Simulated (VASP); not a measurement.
# C in VASP: notebook

Runs on C. Level: PBE. Tasks: single point.

Program: VASP 6.6.1. These are calculated values, not measurements. Logs are shortened: lines on timing, memory, paths and dates and some standing lists are left out, and cuts for length are marked.

**1. The slab as given**

The cell holds a slab with vacuum, 2 atoms: a = 2.456 Å, b = 2.456 Å, c = 12.000 Å, α = 90.00°, β = 90.00°, γ = 120.00°.

The slab is cut from a database's or a generator's crystal, which needn't be the stable form of the element.

**2. Single point, PBE**

Input file INCAR:

```
PREC = Accurate
ENCUT = 460
EDIFF = 1E-7
ISMEAR = 1
SIGMA = 0.1
LREAL = F
LASPH = T
NELM = 120
ALGO = Normal
ISIF = 2
LWAVE = F
LCHARG = F
LDIPOL = T
IDIPOL = 3
DIPOL = 0.5 0.5 0.500
GGA = PE
NBANDS = 14
LVHAR = T
LVACPOTAV = T
```

Input file KPOINTS:

```
regular mesh
0
Gamma
  15 15 1
```

Input file POSCAR:

```
C
1.0
    2.4561701600      0.0000000000      0.0000000000
   -1.2280850800      2.1271057600      0.0000000000
    0.0000000000      0.0000000000     12.0000000000
C
2
Direct
    0.6666666667      0.3333333333      0.5000000000
    0.3333333333      0.6666666667      0.5000000000
```

Potentials or basis: VASP PAW PBE potentials, release 64 (C).

Launch:

```sh
$ cat potpaw_PBE.64/C/POTCAR > POTCAR
$ mpirun -np 1 vasp_std > vasp.out
```

OUTCAR:

```text
PREC = Accurate
   ENCUT = 460
   EDIFF = 1E-7
   ISMEAR = 1
   LREAL = F
   LASPH = T
   NELM = 120
   ISIF = 2
   GGA = PE

 Found     27 irreducible k-points:

 Following reciprocal coordinates:
            Coordinates               Weight
  0.000000  0.000000  0.000000      1.000000
  0.066667  0.000000  0.000000      6.000000
  0.133333  0.000000  0.000000      6.000000
  0.200000 -0.000000  0.000000      6.000000
  0.266667  0.000000  0.000000      6.000000
  0.333333 -0.000000  0.000000      6.000000
   k-points           NKPTS =     27   k-points in BZ     NKDIM =     27   number of bands    NBANDS=     14
   number of dos      NEDOS =    301   number of ions     NIONS =      2
   total plane-waves  NPLWV =  27216
   dimension x,y,z NGX =    18 NGY =   18 NGZ =   84
   dimension x,y,z NGXF=    36 NGYF=   36 NGZF=  168
   ions per type =               2
   NGX,Y,Z   is equivalent  to a cutoff of  12.18, 12.18, 11.64 a.u.
   NGXF,Y,Z  is equivalent  to a cutoff of  24.37, 24.37, 23.27 a.u.
 SYSTEM =  unknown system
   PREC   = accura    normal or accurate (medium, high low for compatibility)
   ISTART =      0    job   : 0-new  1-cont  2-samecut
   ICHARG =      2    charge: 1-file 2-atom 10-const
   ISPIN  =      1    spin polarized calculation?
   LNONCOLLINEAR =      F non collinear calculations
   LSORBIT =      F    spin-orbit coupling
   LASPH  =      T    aspherical Exc in radial PAW
   ENCUT  =  460.0 eV  33.81 Ry    5.81 a.u.   4.30  4.30 20.99*2*pi/ulx,y,z
   NELM   =    120;   NELMIN=  2; NELMDL= -5     # of ELM steps
   EDIFF  = 0.1E-06   stopping-criterion for ELM
   LREAL  =      F    real-space projection
   EDIFFG = 0.1E-05   stopping-criterion for IOM
   NSW    =      0    number of steps for IOM
   IBRION =     -1    ionic relax: 0-MD 1-quasi-New 2-CG
   NFREE  =      0    steps in history (QN), initial steepest desc. (CG)
   ISIF   =      2    stress and relaxation
   ISYM   =      2    0-nonsym 1-usesym 2-fastsym
   POTIM  = 0.5000    time-step for ionic-motion
   TEBEG  =    0.0;   TEEND  =   0.0 temperature during run
   PSTRESS=    0.0 pullay stress
   NELECT =       8.0000    total number of electrons
   NUPDOWN=      -1.0000    fix difference up-down
   EMIN   =  10.00;   EMAX   =-10.00  energy-range for DOS
   EFERMI =   0.00;   METHOD = LEGACY
   ISMEAR =     1;   SIGMA  =   0.10  broadening in eV -4-tet -1-fermi 0-gaus
   EFERMI_NEDOS =   21; number of points for ismear=-14 and -15
   IALGO  =     38    algorithm
   IMIX   =      4    mixing-type and parameters
     AMIX     =   0.40;   BMIX     =  1.00
     AMIX_MAG =   1.60;   BMIX_MAG =  1.00
  volume/ion in A,a.u.               =      31.35       211.54
  Fermi-wavevector in a.u.,A,eV,Ry     =   0.824192  1.557498  9.242342  0.679293
  Thomas-Fermi vector in A             =   1.935834
   LORBIT       =      0    0 simple, 1 ext, 2 COOP (PROOUT), +10 PAW based schemes
   GGA     = PE    functional components
   LHFCALC =     F    Hartree Fock is set to
   AEXX    =    0.0000 exact exchange contribution
   IVDW    =     0    specifies the selected vdW correction
   LEPSILON=     F    determine dielectric tensor
   LRPA    =     F    only Hartree local field effects (RPA)
 non-spin polarized calculation
 Methfessel and Paxton  Order N= 1 SIGMA  =   0.10
  energy-cutoff  :      460.00
  volume of cell :       62.69
 maximum number of plane-waves:      1439
 NGX is ok and might be reduce to    18
   NGX =  9   NGY =  9   NGZ = 41

 dipolmoment           0.000000      0.000000     -0.000000 electrons x Angstroem

 number of electron       7.9999997 magnetization

 dipolmoment           0.000000      0.000000      0.000000 electrons x Angstroem

 Free energy of the ion-electron system (eV)
  ---------------------------------------------------
  ext. energy  EPLUGINS =         0.00000000
  ---------------------------------------------------
  free energy    TOTEN  =       -18.44864256 eV

  energy without entropy =      -18.44814106  energy(sigma->0) =      -18.44847540

 E-fermi :  -1.6961     XC(G=0):  -3.5792

 val. band max:       -1.6961424982   @ k =   0.3333   0.3333   0.0000
 cond. band min:      -1.6961424600   @ k =   0.3333   0.3333   0.0000
 fundamental gap:      0.0000000381
 Fermi energy:        -1.6961424790

 k-point     1 :       0.0000    0.0000    0.0000
  band No.  band energies     occupation
      1     -21.3158      2.00000
      2      -9.3951      2.00000
      3      -4.7382      2.00000
      4      -4.7382      2.00000
      5       1.4728      0.00000
      6       2.6172      0.00000
      7       3.4711      0.00000
      8       6.5959      0.00000
      9       6.6904      0.00000
     10       6.6904      0.00000
     11       7.8384      0.00000
     12       9.8832      0.00000
     13      11.0655      0.00000
     14      12.8339      0.00000

 k-point     2 :       0.0667    0.0000    0.0000
  band No.  band energies     occupation
      1     -21.2101      2.00000
      2      -9.2685      2.00000
      3      -5.1645      2.00000
      4      -4.9630      2.00000
      5       1.6168      0.00000
      6       2.7614      0.00000
      7       3.6158      0.00000
      8       6.7366      0.00000
      9       6.7387      0.00000
     10       7.1467      0.00000
     11       7.9875      0.00000
     12       9.5112      0.00000
     13      11.2536      0.00000
     14      12.9624      0.00000

 k-point     3 :       0.1333    0.0000    0.0000
  band No.  band energies     occupation
      1     -20.8935      2.00000
      2      -8.8907      2.00000
      3      -6.2975      2.00000
      4      -5.5326      2.00000
      5       2.0486      0.00000
      6       3.1932      0.00000
      7       4.0499      0.00000
      8       6.7586      0.00000
      9       7.1559      0.00000
     10       8.4033      0.00000
     11       8.4233      0.00000
     12       8.4827      0.00000
     13      11.8630      0.00000
     14      13.3406      0.00000

 k-point     4 :       0.2000   -0.0000    0.0000
  band No.  band energies     occupation
      1     -20.3683      2.00000
      2      -8.2688      2.00000
      3      -7.8529      2.00000
      4      -6.2443      2.00000
      5       2.7679      0.00000
      6       3.9088      0.00000
      7       4.7726      0.00000
      8       6.6260      0.00000
      9       6.9597      0.00000
     10       7.8715      0.00000
     11       9.1326      0.00000
     12      10.2278      0.00000
     13      12.8450      0.00000
     14      13.9406      0.00000

 k-point     5 :       0.2667    0.0000    0.0000
  band No.  band energies     occupation
      1     -19.6389      2.00000
      2      -9.5941      2.00000
      3      -7.4178      2.00000
      4      -6.9364      2.00000
      5       3.7726      0.00000
      6       4.8119      0.00000
      7       5.2761      0.00000
      8       5.7717      0.00000
      9       6.3999      0.00000
     10       8.8358      0.00000
     11      10.1163      0.00000
     12      12.4018      0.00000
     13      13.9009      0.00000
     14      14.6748      0.00000

 k-point     6 :       0.3333   -0.0000    0.0000
  band No.  band energies     occupation
      1     -18.7126      2.00000
      2     -11.3688      2.00000
      3      -7.5119      2.00000
      4      -6.3711      2.00000
      5       3.2603      0.00000
      6       5.0547      0.00000
      7       6.1157      0.00000
      8       6.2299      0.00000
      9       7.1123      0.00000
     10      10.0596      0.00000
     11      11.3720      0.00000
     12      14.2250      0.00000
     13      14.7085      0.00000
     14      15.0852      0.00000

 [... further k-points ...]

------------------------ aborting loop because EDIFF is reached ----------------------------------------

  FORCE on cell =-STRESS in cart. coord.  units (eV):
  Direction    XX          YY          ZZ          XY          YZ          ZX
  --------------------------------------------------------------------------------------
  -------------------------------------------------------------------------------------
  Total        0.6360743      0.6360743     -0.0469920      0.0000000      0.0000000     -0.0000000
  in kB       16.2551013     16.2551014     -1.2008967      0.0000000      0.0000000     -0.0000000
  external PRESSURE =      10.4364353 kB  Pullay stress =       0.0000000 kB

 VOLUME and BASIS-vectors are now :
 -----------------------------------------------------------------------------
  energy-cutoff  :      460.00
  volume of cell :       62.69
      direct lattice vectors                 reciprocal lattice vectors
     2.456170160  0.000000000  0.000000000     0.407137916  0.235061185  0.000000000
    -1.228085080  2.127105760  0.000000000     0.000000000  0.470122369  0.000000000
     0.000000000  0.000000000 12.000000000     0.000000000  0.000000000  0.083333333

 POSITION                                       TOTAL-FORCE (eV/Angst)
 -----------------------------------------------------------------------------------
      1.22809      0.70904      6.00000        -0.000000      0.000000      0.000000
     -0.00000      1.41807      6.00000         0.000000      0.000000     -0.000000
 -----------------------------------------------------------------------------------
    total drift:                                0.000000     -0.000000      0.000000

  FREE ENERGIE OF THE ION-ELECTRON SYSTEM (eV)
  ---------------------------------------------------
  free  energy   TOTEN  =       -18.4486425641 eV

  energy  without entropy=      -18.4481410622  energy(sigma->0) =      -18.44847540

 vacuum level on the upper side and lower side of the slab         2.514         2.514
```

Wall time 11 s (1 thread of Intel Xeon 6975P-C (Granite Rapids), shared host); peak memory 0.16 GiB.

These settings aren't checked as converged: the numbers below hold their error.

What came out:

| Item | Value |
| --- | --- |
| Free energy | -18.4486 eV |
| Band gap on the k mesh | none (metal or under the smearing width) |
| Work function of the upper face | 4.21 eV |
| Work function of the lower face | 4.21 eV |

Caveat: the cutoff is under 1.25 times the usual one of these potentials, so pressure, stress and relaxed cells hold a basis-set (Pulay) error.

**3. Single point, PBE**

This run uses another cell than the first one, of 47.02 Å³/atom, 1.500 times its volume.

INCAR is that of step 2.

KPOINTS is that of step 2.

POSCAR, as its differences from that of step 2:

```diff
@@ -4,3 +4,3 @@
    -1.2280850800      2.1271057600      0.0000000000
-    0.0000000000      0.0000000000     12.0000000000
+    0.0000000000      0.0000000000     18.0000000000
 C
```

Potentials or basis: VASP PAW PBE potentials, release 64 (C).

Launch:

```sh
$ cat potpaw_PBE.64/C/POTCAR > POTCAR
$ mpirun -np 1 vasp_std > vasp.out
```

Run time: 18 s. Hardware: 1 thread of Intel Xeon 6975P-C (Granite Rapids), shared host; peak memory 0.18 GiB.

The run converged, but some of its settings lie outside the range that counts as converged, so its numbers aren't taken as properties of the slab.

Results:

- Free energy: -18.4489 eV
- Band gap on the k mesh: none (metal or under the smearing width)
- Work function of the upper face: 4.21 eV
- Work function of the lower face: 4.21 eV

Caveat: the cutoff is under 1.25 times the usual one of these potentials, so pressure, stress and relaxed cells hold a basis-set (Pulay) error.
